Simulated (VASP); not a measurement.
# BaTe (Fm-3m) in VASP: notebook, part 2 of 2

VASP 6.6.1.

## 4. Band structure, LDA

Input file POSCAR:

```
BaTe
1.0
    0.0000000000      3.4100000000      3.4100000000
    3.4100000000      0.0000000000      3.4100000000
    3.4100000000      3.4100000000      0.0000000000
Ba Te
1 1
Direct
    0.0000000000      0.0000000000      0.0000000000
    0.5000000000      0.5000000000      0.5000000000
```

Input file INCAR.step1:

```
SYSTEM = BaTe
PREC = Accurate
ENCUT = 520
EDIFF = 1E-7
ISMEAR = 0
SIGMA = 0.02
LREAL = .False.
LASPH = .True.
NELM = 100
ALGO = Normal
ISIF = 2
LWAVE = .False.
LCHARG = .True.
GGA = CA
```

Input file KPOINTS.step1:

```
regular mesh
0
Gamma
  8 8 8
  0 0 0
```

Input file INCAR.step2:

```
SYSTEM = BaTe
PREC = Accurate
ENCUT = 520
EDIFF = 1E-7
ISMEAR = 0
SIGMA = 0.05
LREAL = .False.
LASPH = .True.
NELM = 100
ALGO = Normal
ISIF = 2
LWAVE = .False.
LCHARG = .False.
GGA = CA
ICHARG = 11
```

Input file KPOINTS.step2:

```
path GXWKGLUWLK,UX
10
line-mode
reciprocal
 0.0000000000  0.0000000000  0.0000000000  G
 0.5000000000  0.0000000000  0.5000000000  X

 0.5000000000  0.0000000000  0.5000000000  X
 0.5000000000  0.2500000000  0.7500000000  W

 0.5000000000  0.2500000000  0.7500000000  W
 0.3750000000  0.3750000000  0.7500000000  K

 0.3750000000  0.3750000000  0.7500000000  K
 0.0000000000  0.0000000000  0.0000000000  G

 0.0000000000  0.0000000000  0.0000000000  G
 0.5000000000  0.5000000000  0.5000000000  L

 0.5000000000  0.5000000000  0.5000000000  L
 0.6250000000  0.2500000000  0.6250000000  U

 0.6250000000  0.2500000000  0.6250000000  U
 0.5000000000  0.2500000000  0.7500000000  W

 0.5000000000  0.2500000000  0.7500000000  W
 0.5000000000  0.5000000000  0.5000000000  L

 0.5000000000  0.5000000000  0.5000000000  L
 0.3750000000  0.3750000000  0.7500000000  K

 0.6250000000  0.2500000000  0.6250000000  U
 0.5000000000  0.0000000000  0.5000000000  X
```

Potentials or basis: VASP PAW LDA potentials, release 64 (Ba_sv, Te).

Launch:

```bash
$ cat potpaw_LDA.64/Ba_sv/POTCAR potpaw_LDA.64/Te/POTCAR > POTCAR
$ cp INCAR.step1 INCAR
$ cp KPOINTS.step1 KPOINTS
$ mpirun -np 1 vasp_std > vasp.out
$ cp INCAR.step2 INCAR
$ cp KPOINTS.step2 KPOINTS
$ mpirun -np 1 vasp_std > vasp.out
```

OUTCAR:

```text
SYSTEM = BaTe
   PREC = Accurate
   ENCUT = 520
   EDIFF = 1E-7
   ISMEAR = 0
   LREAL = .False.
   LASPH = .True.
   NELM = 100
   ISIF = 2
   GGA = CA
   ICHARG = 11

 ion  position               nearest neighbor table
   1  0.000  0.000  0.000-   2 3.41   2 3.41   2 3.41   2 3.41   2 3.41   2 3.41
   2  0.500  0.500  0.500-   1 3.41   1 3.41   1 3.41   1 3.41   1 3.41   1 3.41

  LATTYP: Found a face centered cubic cell.
 ALAT       =     6.8200000000

  Lattice vectors:

 A1 = (   0.0000000000,   3.4100000000,   3.4100000000)
 A2 = (   3.4100000000,   0.0000000000,   3.4100000000)
 A3 = (   3.4100000000,   3.4100000000,   0.0000000000)

Analysis of symmetry for initial positions (statically):
=====================================================================
 Subroutine PRICEL returns:
 Original cell was already a primitive cell.

 Routine SETGRP: Setting up the symmetry group for a
 face centered cubic supercell.

 Subroutine GETGRP returns: Found 48 space group operations
 (whereof 48 operations were pure point group operations)
 out of a pool of 48 trial point group operations.

The static configuration has the point symmetry O_h .

Analysis of symmetry for dynamics (positions and initial velocities):
=====================================================================
 Subroutine PRICEL returns:
 Original cell was already a primitive cell.

 Routine SETGRP: Setting up the symmetry group for a
 face centered cubic supercell.

 Subroutine GETGRP returns: Found 48 space group operations
 (whereof 48 operations were pure point group operations)
 out of a pool of 48 trial point group operations.

The dynamic configuration has the point symmetry O_h .

 Subroutine INISYM returns: Found 48 space group operations
 (whereof 48 operations are pure point group operations),
 and found     1 'primitive' translations

----------------------------------------------------------------------------------------

                                     Primitive cell

  volume of cell :      79.3036
[... 108 lines left out ...]
   GGA     = CA    functional components
   LHFCALC =     F    Hartree Fock is set to
   AEXX    =    0.0000 exact exchange contribution
   IVDW    =     0    specifies the selected vdW correction
   LEPSILON=     F    determine dielectric tensor
   LRPA    =     F    only Hartree local field effects (RPA)
 non-spin polarized calculation
 Gauss-broadening in eV      SIGMA  =   0.05
  energy-cutoff  :      520.00
  volume of cell :       79.30
 maximum number of plane-waves:      2162
 NGX is ok and might be reduce to    36

 number of electron      16.0000000 magnetization

 Free energy of the ion-electron system (eV)
  ---------------------------------------------------
  ext. energy  EPLUGINS =         0.00000000
  ---------------------------------------------------
  free energy    TOTEN  =        -9.09705838 eV

  energy without entropy =       -9.09705838  energy(sigma->0) =       -9.09705838

 E-fermi :   2.8476     XC(G=0):  -8.8507

 val. band max:        2.6080818214   @ k =   0.0000   0.0000   0.0000
 cond. band min:       3.8144012205   @ k =   0.5000   0.0000   0.5000
 fundamental gap:      1.2063193991
 Fermi energy:         2.8476089765

 k-point     1 :       0.0000    0.0000    0.0000
  band No.  band energies     occupation
      1     -24.1560      2.00000
      2      -9.3468      2.00000
      3      -9.3468      2.00000
      4      -9.3468      2.00000
      5      -7.1815      2.00000
      6       2.6081      2.00000
      7       2.6081      2.00000
      8       2.6081      2.00000
      9       5.3582      0.00000
     10       5.3582      0.00000
     11       5.3582      0.00000
     12       5.6184      0.00000
[... 331 lines left out ...]
 k-point    24 :       0.4583    0.2917    0.7500
  band No.  band energies     occupation
      1     -24.1281      2.00000
      2      -9.6178      2.00000
      3      -9.5777      2.00000
      4      -9.4978      2.00000
      5      -6.6511      2.00000
      6       1.1615      2.00000
      7       1.5447      2.00000
      8       1.6700      2.00000
      9       5.5086      0.00000
     10       6.6012      0.00000
     11       7.6450      0.00000
     12       8.0237      0.00000

 [... further k-points ...]
[... 5 lines left out ...]
  --------------------------------------------------------------------------------------
  -------------------------------------------------------------------------------------
  Total        2.3297622      2.3297622      2.3297622     -0.0000000      0.0000000      0.0000000
  in kB       47.0683574     47.0683574     47.0683574     -0.0000000      0.0000000      0.0000000
  external PRESSURE =      47.0683574 kB  Pullay stress =       0.0000000 kB

 VOLUME and BASIS-vectors are now :
 -----------------------------------------------------------------------------
  energy-cutoff  :      520.00
  volume of cell :       79.30
      direct lattice vectors                 reciprocal lattice vectors
     0.000000000  3.410000000  3.410000000    -0.146627566  0.146627566  0.146627566
     3.410000000  0.000000000  3.410000000     0.146627566 -0.146627566  0.146627566
     3.410000000  3.410000000  0.000000000     0.146627566  0.146627566 -0.146627566

 POSITION                                       TOTAL-FORCE (eV/Angst)
 -----------------------------------------------------------------------------------
      0.00000      0.00000      0.00000        -0.000000     -0.000000     -0.000000
      3.41000      3.41000      3.41000         0.000000      0.000000      0.000000
 -----------------------------------------------------------------------------------
    total drift:                                0.000000      0.000000      0.000000

  FREE ENERGIE OF THE ION-ELECTRON SYSTEM (eV)
  ---------------------------------------------------
  free  energy   TOTEN  =        -9.0970583850 eV

  energy  without entropy=       -9.0970583850  energy(sigma->0) =       -9.09705838
```

Wall time 38 s (1 thread of Intel Xeon Platinum 8488C (Sapphire Rapids), shared host); peak memory 0.25 GiB.

Results:

```
Band gap on the k mesh  : 1.21 eV, indirect (least direct gap 1.59 eV)
Band gap along the path : 1.21 eV, indirect (least direct gap 1.59 eV)
```

Levels at the corners of the path, in eV from the valence-band top:
| point | band 6 | band 7 | band 8 | band 9 | band 10 | band 11 |
| --- | --- | --- | --- | --- | --- | --- |
| Γ | 0.00 | 0.00 | 0.00 | 2.75 | 2.75 | 2.75 |
| X | -1.16 | -0.38 | -0.38 | 1.21 | 4.50 | 4.82 |
| X | -1.16 | -0.38 | -0.38 | 1.21 | 4.50 | 4.82 |
| W | -1.46 | -1.00 | -1.00 | 3.42 | 3.42 | 4.95 |
| W | -1.46 | -1.00 | -1.00 | 3.42 | 3.42 | 4.95 |
| K | -1.41 | -1.11 | -0.87 | 2.38 | 5.07 | 5.23 |
| K | -1.41 | -1.11 | -0.87 | 2.38 | 5.07 | 5.23 |
| Γ | 0.00 | 0.00 | 0.00 | 2.75 | 2.75 | 2.75 |
| Γ | 0.00 | 0.00 | 0.00 | 2.75 | 2.75 | 2.75 |
| L | -2.52 | -1.32 | -1.32 | 4.18 | 4.82 | 4.93 |
| L | -2.52 | -1.32 | -1.32 | 4.18 | 4.82 | 4.93 |
| U | -1.41 | -1.11 | -0.87 | 2.38 | 5.07 | 5.23 |
| U | -1.41 | -1.11 | -0.87 | 2.38 | 5.07 | 5.23 |
| W | -1.46 | -1.00 | -1.00 | 3.42 | 3.42 | 4.95 |
| W | -1.46 | -1.00 | -1.00 | 3.42 | 3.42 | 4.95 |
| L | -2.52 | -1.32 | -1.32 | 4.18 | 4.82 | 4.93 |
| L | -2.52 | -1.32 | -1.32 | 4.18 | 4.82 | 4.93 |
| K | -1.41 | -1.11 | -0.87 | 2.38 | 5.07 | 5.23 |
| U | -1.41 | -1.11 | -0.87 | 2.38 | 5.07 | 5.23 |
| X | -1.16 | -0.38 | -0.38 | 1.21 | 4.50 | 4.82 |

Caveat: the log is that of the step along the path at fixed density, whose energy, stress, charges and moments have no meaning; spin-orbit coupling is left out, which moves the levels of the heavy elements. LDA gaps usually lie below the measured ones, often by a third to a half.

## 5. For comparison

An earlier run on the cell as given: functional PBE; potentials or basis VASP PAW PBE potentials, release 64 (Ba_sv, Te); cutoff 520 eV; k mesh 7 × 7 × 7; occupations fermi-dirac, width 0.05 eV; no spin polarisation.

- Pressure: 4.2 GPa
- Band gap on the k mesh: 1.38 eV, indirect (least direct gap 1.76 eV)

## 6. Overview

| task | level | potentials or basis | cell | k mesh | cutoff (eV) | smearing | cutoff of the response function | frequency points | empty bands | GW scheme | GW iterations | gap on the mesh (eV) |
| --- | --- | --- | --- | --- | --- | --- | --- | --- | --- | --- | --- | --- |
| RPA correlation energy | PBE | VASP PAW PBE potentials, release 64 (Ba_sv_GW, Te_GW) | volume scaled by 0.96 | 4 × 4 × 4 | 350 | gaussian 0.05 eV | 250 | 8 | - | - | - | - |
| G0W0 quasiparticle levels | LDA | VASP PAW LDA potentials, release 64 (Ba_sv_GW, Te_GW) | as given | 4 × 4 × 4 | 500 | gaussian 0.01 eV | 150 | 64 | 193 | G0W0 | 1 | - |
| band structure | LDA | VASP PAW LDA potentials, release 64 (Ba_sv, Te) | as given | 8 × 8 × 8 | 520 | gaussian 0.02 eV | - | - | - | - | - | 1.21 |
| single point | PBE | VASP PAW PBE potentials, release 64 (Ba_sv, Te) | as given | 7 × 7 × 7 | 520 | fermi-dirac 0.05 eV | - | - | - | - | - | 1.38 |

Alike in all rows: no spin polarisation.

Caveats: spin-orbit coupling is left out, which moves the levels of the heavy elements; bands, screening cutoff and mesh are small and nothing is extrapolated, so the quasiparticle values aren't converged (some runs); an odd mesh through Γ misses points on the zone boundary, where band edges often lie (some runs).

Absolute energies hang on the potentials; compare differences alone.
